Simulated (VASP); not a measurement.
**A VASP 6.6.1 single-point calculation on LiBr**

INCAR

```
LCHARG = .FALSE.
ENCUT = 520
ISMEAR = -1
ISPIN = 2
MAGMOM = 2 2
PREC = Accurate
IBRION = -1
ISIF = 2
LREAL = .TRUE.
LWAVE = .FALSE.
NSW = 0
EDIFF = 1E-7
LASPH = .TRUE.
NBANDS = 12
NELM = 120
GGA = PE
SIGMA = 0.02
```

KPOINTS

```
KPOINTS created by Atomic Simulation Environment
0
Gamma
8 8 8
0 0 0
```

POSCAR

```
Li Br
 1.0000000000000000
     0.0000000000000000    2.7395650468000001    2.7395650468000001
     2.8080541728999999    0.0000000000000000    2.7395650468000001
     2.8080541728999999    2.7395650468000001    0.0000000000000000
 Li  Br
   1   1
Cartesian
  0.0000000000000000  0.0000000000000000  0.0000000000000000
  2.8080541728999999  2.7395650468000001  2.7395650468000001
```

The recommended PBE PAW datasets give the neutral cell 10 valence electrons.

Command

```
mpirun -np 1 vasp_std
```

Predict the outcome of this run.

It converged. Results: pressure -0.3 GPa; magnetic moment of the cell 0.00 μB.

OSZICAR

```
N       E                     dE             d eps       ncg     rms          rms(c)
DAV:   1     0.462297131117E+02    0.46230E+02   -0.38482E+03  2832   0.752E+02
DAV:   2     0.711987695720E+00   -0.45518E+02   -0.43317E+02  3524   0.134E+02
DAV:   3    -0.185868371606E+01   -0.25707E+01   -0.25633E+01  3716   0.335E+01
DAV:   4    -0.192883527610E+01   -0.70152E-01   -0.70129E-01  3964   0.538E+00
DAV:   5    -0.192959891417E+01   -0.76364E-03   -0.76362E-03  3720   0.518E-01    0.195E+01
DAV:   6    -0.582605032154E+01   -0.38965E+01   -0.23628E+00  4220   0.807E+00    0.869E+00
DAV:   7    -0.662625324887E+01   -0.80020E+00   -0.39249E-01  3656   0.414E+00    0.102E+00
DAV:   8    -0.663848289303E+01   -0.12230E-01   -0.54100E-02  3076   0.176E+00    0.607E-01
DAV:   9    -0.664415104433E+01   -0.56682E-02   -0.54050E-03  3384   0.631E-01    0.188E-01
DAV:  10    -0.664483135747E+01   -0.68031E-03   -0.15566E-03  3236   0.337E-01    0.759E-02
DAV:  11    -0.664516747047E+01   -0.33611E-03   -0.30856E-04  3088   0.161E-01    0.282E-02
DAV:  12    -0.664518467001E+01   -0.17200E-04   -0.35869E-05  3336   0.555E-02    0.160E-02
DAV:  13    -0.664519325380E+01   -0.85838E-05   -0.14158E-05  3220   0.340E-02    0.513E-03
DAV:  14    -0.664519429949E+01   -0.10457E-05   -0.14113E-06  3676   0.109E-02    0.100E-03
DAV:  15    -0.664519451938E+01   -0.21990E-06   -0.15737E-07  3344   0.429E-03    0.446E-04
DAV:  16    -0.664519464903E+01   -0.12965E-06   -0.15045E-08  2304   0.108E-03    0.223E-04
DAV:  17    -0.664519467262E+01   -0.23593E-07   -0.47565E-09  1712   0.677E-04
   1 F= -.66451947E+01 E0= -.66451947E+01  d E =-.210257E-10  mag=    -0.0000
```

For comparison, a separate PBE run of the intended cell, on usual settings and not on those above, gives a gap of 4.85 eV on its mesh and a pressure of -0.2 GPa.
